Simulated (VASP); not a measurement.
# KI (Fm-3m) in VASP: further runs

One crystal, KI, is run at these levels: PBE; tasks: relaxation of the atoms.

Program: VASP 6.6.1. These are calculated values, not measurements. Logs are shortened: lines on timing, memory, paths and dates and some standing lists are left out, and cuts for length are marked.

**What was measured.**

A printed reference work, monograph reports, for a bulk crystal of KI: band gap 6.32 eV.

How close the calculation comes is told below.

### 1 Starting point

It takes space group Fm-3m (No. 225, cubic). The conventional cell has a = 7.213 Å, b = 7.213 Å, c = 7.213 Å, α = 90.00°, β = 90.00°, γ = 90.00°. K (site symmetry m-3m) has 6 I at 3.61 Å as nearest neighbours. Around I (site symmetry m-3m) lie 6 K at 3.61 Å.

### 2 Relaxation of the atoms, PBE (a relaxed cell with its volume scaled by 0.94)

INCAR reads:

```
SYSTEM = KI
ALGO     = Normal         ! electronic algorithm
EDIFF    = 1E-7           ! SCF threshold, eV
EDIFFG   = -0.01          ! ionic threshold
ENCUT    = 300            ! plane-wave cutoff, eV
GGA      = PE             ! functional
IBRION   = 2              ! ionic algorithm
ISIF     = 2              ! what is computed and relaxed
ISMEAR   = 0              ! smearing method
LASPH    = .True.         ! aspherical terms in the spheres
LCHARG   = .False.        ! write CHGCAR
LREAL    = .False.        ! projectors in reciprocal space
LWAVE    = .False.        ! write WAVECAR
NELM     = 80             ! most SCF steps
NSW      = 40             ! ionic steps
PREC     = Accurate       ! precision mode
SIGMA    = 0.03           ! smearing width, eV
```

KPOINTS reads:

```
k-points
0
Gamma
  4 4 4
  0 0 0
```

POSCAR reads:

```
KI                                      
1.0
    0.0000000000      3.5327358191      3.5327358191
    3.5327358191      0.0000000000      3.5327358191
    3.5327358191      3.5327358191      0.0000000000
  K               I             
     1     1
Direct
     0.0000000000000000    0.0000000000000000    0.0000000000000000
     0.5000000000000000    0.5000000000000000    0.5000000000000000
```

Potentials or basis: VASP PAW PBE potentials, release 64 (K_pv, I).

Started as:

```
> cat potpaw_PBE.64/K_pv/POTCAR potpaw_PBE.64/I/POTCAR > POTCAR
> mpirun -np 1 vasp_std > vasp.out
```

OUTCAR:

```text
SYSTEM = KI
   EDIFF = 1E-7
   EDIFFG = -0.01
   ENCUT = 300
   GGA = PE
   IBRION = 2
   ISIF = 2
   ISMEAR = 0
   LASPH = .True.
   LREAL = .False.
   NELM = 80
   NSW = 40
   PREC = Accurate

 ion  position               nearest neighbor table
   1  0.000  0.000  0.000-   2 3.53   2 3.53   2 3.53   2 3.53   2 3.53   2 3.53
   2  0.500  0.500  0.500-   1 3.53   1 3.53   1 3.53   1 3.53   1 3.53   1 3.53

  LATTYP: Found a face centered cubic cell.
 ALAT       =     7.0654716382

  Lattice vectors:

 A1 = (   0.0000000000,   3.5327358191,   3.5327358191)
 A2 = (   3.5327358191,   0.0000000000,   3.5327358191)
 A3 = (   3.5327358191,   3.5327358191,   0.0000000000)

Analysis of symmetry for initial positions (statically):
=====================================================================
 Subroutine PRICEL returns:
 Original cell was already a primitive cell.

 Routine SETGRP: Setting up the symmetry group for a
 face centered cubic supercell.

 Subroutine GETGRP returns: Found 48 space group operations
 (whereof 48 operations were pure point group operations)
 out of a pool of 48 trial point group operations.

The static configuration has the point symmetry O_h .

Analysis of symmetry for dynamics (positions and initial velocities):
=====================================================================
 Subroutine PRICEL returns:
 Original cell was already a primitive cell.

 Routine SETGRP: Setting up the symmetry group for a
 face centered cubic supercell.

 Subroutine GETGRP returns: Found 48 space group operations
 (whereof 48 operations were pure point group operations)
 out of a pool of 48 trial point group operations.

The dynamic configuration has the point symmetry O_h .

 Subroutine INISYM returns: Found 48 space group operations
 (whereof 48 operations are pure point group operations),
 and found     1 'primitive' translations

----------------------------------------------------------------------------------------

                                     Primitive cell

  volume of cell :      88.1787

  direct lattice vectors                    reciprocal lattice vectors
     0.000000000  3.532735819  3.532735819    -0.141533368  0.141533368  0.141533368
     3.532735819  0.000000000  3.532735819     0.141533368 -0.141533368  0.141533368
     3.532735819  3.532735819  0.000000000     0.141533368  0.141533368 -0.141533368

  length of vectors
     4.996042908  4.996042908  4.996042908     0.245142985  0.245142985  0.245142985

  position of ions in fractional coordinates (direct lattice)
     0.000000000  0.000000000  0.000000000
     0.500000000  0.500000000  0.500000000

  ion indices of the primitive-cell ions
   primitive index   ion index
                 1           1
                 2           2

----------------------------------------------------------------------------------------

 KPOINTS: k-points

Automatic generation of k-mesh.
 Grid dimensions read from file:
 generate k-points for:    4    4    4

 Generating k-lattice:

  Cartesian coordinates                     Fractional coordinates (reciprocal lattice)
    -0.035383342  0.035383342  0.035383342     0.250000000  0.000000000  0.000000000
     0.035383342 -0.035383342  0.035383342     0.000000000  0.250000000  0.000000000
     0.035383342  0.035383342 -0.035383342     0.000000000  0.000000000  0.250000000

  Length of vectors
     0.061285746  0.061285746  0.061285746

  Shift w.r.t. Gamma in fractional coordinates (k-lattice)
     0.000000000  0.000000000  0.000000000

 Subroutine IBZKPT returns following result:
 ===========================================

 Found      8 irreducible k-points:

 Following reciprocal coordinates:
            Coordinates               Weight
  0.000000  0.000000  0.000000      1.000000
  0.250000  0.000000  0.000000      8.000000
  0.500000  0.000000  0.000000      4.000000
  0.250000  0.250000  0.000000      6.000000
  0.500000  0.250000  0.000000     24.000000
 -0.250000  0.250000  0.000000     12.000000
  0.500000  0.500000  0.000000      3.000000
 -0.250000  0.500000  0.250000      6.000000
   k-points           NKPTS =      8   k-points in BZ     NKDIM =      8   number of bands    NBANDS=     11
   number of dos      NEDOS =    301   number of ions     NIONS =      2
   total plane-waves  NPLWV =  21952
   dimension x,y,z NGX =    28 NGY =   28 NGZ =   28
   dimension x,y,z NGXF=    56 NGYF=   56 NGZF=   56
   ions per type =               1   1
   NGX,Y,Z   is equivalent  to a cutoff of   9.32,  9.32,  9.32 a.u.
   NGXF,Y,Z  is equivalent  to a cutoff of  18.63, 18.63, 18.63 a.u.
 SYSTEM =  KI
   PREC   = accura    normal or accurate (medium, high low for compatibility)
   ISTART =      0    job   : 0-new  1-cont  2-samecut
   ICHARG =      2    charge: 1-file 2-atom 10-const
   ISPIN  =      1    spin polarized calculation?
   LNONCOLLINEAR =      F non collinear calculations
   LSORBIT =      F    spin-orbit coupling
   LASPH  =      T    aspherical Exc in radial PAW
   ENCUT  =  300.0 eV  22.05 Ry    4.70 a.u.   7.06  7.06  7.06*2*pi/ulx,y,z
   NELM   =     80;   NELMIN=  2; NELMDL= -5     # of ELM steps
   EDIFF  = 0.1E-06   stopping-criterion for ELM
   LREAL  =      F    real-space projection
   EDIFFG = -.1E-01   stopping-criterion for IOM
   NSW    =     40    number of steps for IOM
   IBRION =      2    ionic relax: 0-MD 1-quasi-New 2-CG
   NFREE  =      1    steps in history (QN), initial steepest desc. (CG)
   ISIF   =      2    stress and relaxation
   ISYM   =      2    0-nonsym 1-usesym 2-fastsym
   POTIM  = 0.5000    time-step for ionic-motion
   TEBEG  =    0.0;   TEEND  =   0.0 temperature during run
   PSTRESS=    0.0 pullay stress
   NELECT =      14.0000    total number of electrons
   NUPDOWN=      -1.0000    fix difference up-down
   EMIN   =  10.00;   EMAX   =-10.00  energy-range for DOS
   EFERMI =   0.00;   METHOD = LEGACY
   ISMEAR =     0;   SIGMA  =   0.03  broadening in eV -4-tet -1-fermi 0-gaus
   EFERMI_NEDOS =   21; number of points for ismear=-14 and -15
   IALGO  =     38    algorithm
   IMIX   =      4    mixing-type and parameters
     AMIX     =   0.40;   BMIX     =  1.00
     AMIX_MAG =   1.60;   BMIX_MAG =  1.00
  volume/ion in A,a.u.               =      44.09       297.53
  Fermi-wavevector in a.u.,A,eV,Ry     =   0.886468  1.675181 10.691803  0.785825
  Thomas-Fermi vector in A             =   2.007638
   LORBIT       =      0    0 simple, 1 ext, 2 COOP (PROOUT), +10 PAW based schemes
   GGA     = PE    functional components
   LHFCALC =     F    Hartree Fock is set to
   AEXX    =    0.0000 exact exchange contribution
   IVDW    =     0    specifies the selected vdW correction
   LEPSILON=     F    determine dielectric tensor
   LRPA    =     F    only Hartree local field effects (RPA)
 conjugate gradient relaxation of ions
 non-spin polarized calculation
 Gauss-broadening in eV      SIGMA  =   0.03
  energy-cutoff  :      300.00
  volume of cell :       88.18
 maximum number of plane-waves:      1056
   NGX = 15   NGY = 15   NGZ = 15

 number of electron      14.0000004 magnetization

 Free energy of the ion-electron system (eV)
  ---------------------------------------------------
  ext. energy  EPLUGINS =         0.00000000
  ---------------------------------------------------
  free energy    TOTEN  =        -5.51834339 eV

  energy without entropy =       -5.51834339  energy(sigma->0) =       -5.51834339

 E-fermi :  -1.1334     XC(G=0):  -7.1543

 val. band max:       -1.3095426460   @ k =   0.0000   0.0000   0.0000
 cond. band min:       2.6483108089   @ k =   0.0000   0.0000   0.0000
 fundamental gap:      3.9578534549
 Fermi energy:        -1.1333769016

 k-point     1 :       0.0000    0.0000    0.0000
  band No.  band energies     occupation
      1     -13.2848      2.00000
      2     -13.2848      2.00000
      3     -13.2848      2.00000
      4     -11.8181      2.00000
      5      -1.3095      2.00000
      6      -1.3095      2.00000
      7      -1.3095      2.00000
      8       2.6483      0.00000
      9       5.1860      0.00000
     10       5.1860      0.00000
     11       5.1860      0.00000

 k-point     2 :       0.2500    0.0000    0.0000
  band No.  band energies     occupation
      1     -13.3642      2.00000
      2     -13.2860      2.00000
      3     -13.2860      2.00000
      4     -11.6725      2.00000
      5      -2.0724      2.00000
      6      -1.4850      2.00000
      7      -1.4850      2.00000
      8       3.7459      0.00000
      9       5.2647      0.00000
     10       5.8032      0.00000
     11       5.8032      0.00000

 k-point     3 :       0.5000    0.0000    0.0000
  band No.  band energies     occupation
      1     -13.4327      2.00000
      2     -13.2872      2.00000
      3     -13.2872      2.00000
      4     -11.5350      2.00000
      5      -2.6344      2.00000
      6      -1.6441      2.00000
      7      -1.6441      2.00000
      8       4.2166      0.00000
      9       6.4118      0.00000
     10       6.8487      0.00000
     11       6.8487      0.00000

 k-point     4 :       0.2500    0.2500    0.0000
  band No.  band energies     occupation
      1     -13.3428      2.00000
      2     -13.2939      2.00000
      3     -13.2939      2.00000
      4     -11.6824      2.00000
      5      -2.0936      2.00000
      6      -1.5156      2.00000
      7      -1.5156      2.00000
      8       3.9785      0.00000
      9       4.2103      0.00000
     10       6.3101      0.00000
     11       6.5999      0.00000

 k-point     5 :       0.5000    0.2500    0.0000
  band No.  band energies     occupation
      1     -13.3753      2.00000
      2     -13.3037      2.00000
      3     -13.2952      2.00000
      4     -11.5998      2.00000
      5      -2.3439      2.00000
      6      -1.8524      2.00000
      7      -1.6614      2.00000
      8       4.3521      0.00000
      9       5.4006      0.00000
     10       6.0236      0.00000
     11       6.9737      0.00000

 k-point     6 :      -0.2500    0.2500    0.0000
  band No.  band energies     occupation
      1     -13.3874      2.00000
      2     -13.3052      2.00000
      3     -13.2873      2.00000
      4     -11.5894      2.00000
      5      -2.3387      2.00000
      6      -1.8111      2.00000
      7      -1.6343      2.00000
      8       4.8508      0.00000
      9       5.2201      0.00000
     10       5.8969      0.00000
     11       6.4256      0.00000

 k-point     7 :       0.5000    0.5000    0.0000
  band No.  band energies     occupation
      1     -13.3303      2.00000
      2     -13.3032      2.00000
      3     -13.3032      2.00000
      4     -11.6688      2.00000
      5      -2.3102      2.00000
      6      -1.6775      2.00000
      7      -1.6775      2.00000
      8       3.6204      0.00000
      9       4.4523      0.00000
     10       6.8225      0.00000
     11       7.4682      0.00000

 k-point     8 :      -0.2500    0.5000    0.2500
  band No.  band energies     occupation
      1     -13.3357      2.00000
      2     -13.3167      2.00000
      3     -13.3167      2.00000
      4     -11.6099      2.00000
      5      -2.0392      2.00000
      6      -2.0392      2.00000
      7      -1.9098      2.00000
      8       5.1569      0.00000
      9       5.1569      0.00000
     10       5.3224      0.00000
     11       6.9064      0.00000

------------------------ aborting loop because EDIFF is reached ----------------------------------------

  FORCE on cell =-STRESS in cart. coord.  units (eV):
  Direction    XX          YY          ZZ          XY          YZ          ZX
  --------------------------------------------------------------------------------------
  -------------------------------------------------------------------------------------
  Total        0.4148832      0.4148832      0.4148832      0.0000000      0.0000000     -0.0000000
  in kB        7.5382912      7.5382912      7.5382912      0.0000000      0.0000000     -0.0000000
  external PRESSURE =       7.5382912 kB  Pullay stress =       0.0000000 kB

 VOLUME and BASIS-vectors are now :
 -----------------------------------------------------------------------------
  energy-cutoff  :      300.00
  volume of cell :       88.18
      direct lattice vectors                 reciprocal lattice vectors
     0.000000000  3.532735819  3.532735819    -0.141533368  0.141533368  0.141533368
     3.532735819  0.000000000  3.532735819     0.141533368 -0.141533368  0.141533368
     3.532735819  3.532735819  0.000000000     0.141533368  0.141533368 -0.141533368

 POSITION                                       TOTAL-FORCE (eV/Angst)
 -----------------------------------------------------------------------------------
      0.00000      0.00000      0.00000         0.000000      0.000000      0.000000
      3.53274      3.53274      3.53274        -0.000000     -0.000000     -0.000000
 -----------------------------------------------------------------------------------
    total drift:                                0.000000      0.000000      0.000000

  FREE ENERGIE OF THE ION-ELECTRON SYSTEM (eV)
  ---------------------------------------------------
  free  energy   TOTEN  =        -5.5183433882 eV

  energy  without entropy=       -5.5183433882  energy(sigma->0) =       -5.51834339

 reached required accuracy - stopping structural energy minimisation
```

Wall time 7.2 s (1 thread of AMD EPYC 7R13 (Zen 3), shared host); peak memory 0.12 GiB.

Results:

```yaml
Free_energy: -5.5183 eV
Pressure_after_relaxing: 0.8 GPa
Band_gap_on_the_k_mesh: 3.96 eV, direct
```

Final structure:
```xyz
2
Lattice="0.0000 3.5327 3.5327 3.5327 0.0000 3.5327 3.5327 3.5327 0.0000" Properties=species:S:1:pos:R:3 pbc="T T T"
K     0.0000    0.0000    0.0000
I     3.5327    3.5327    3.5327
```

Caveat: the relaxation stopped at its first step, so nothing moved; spin-orbit coupling is left out, which moves the levels of the heavy elements.

(Continued in part 2 of 2.)
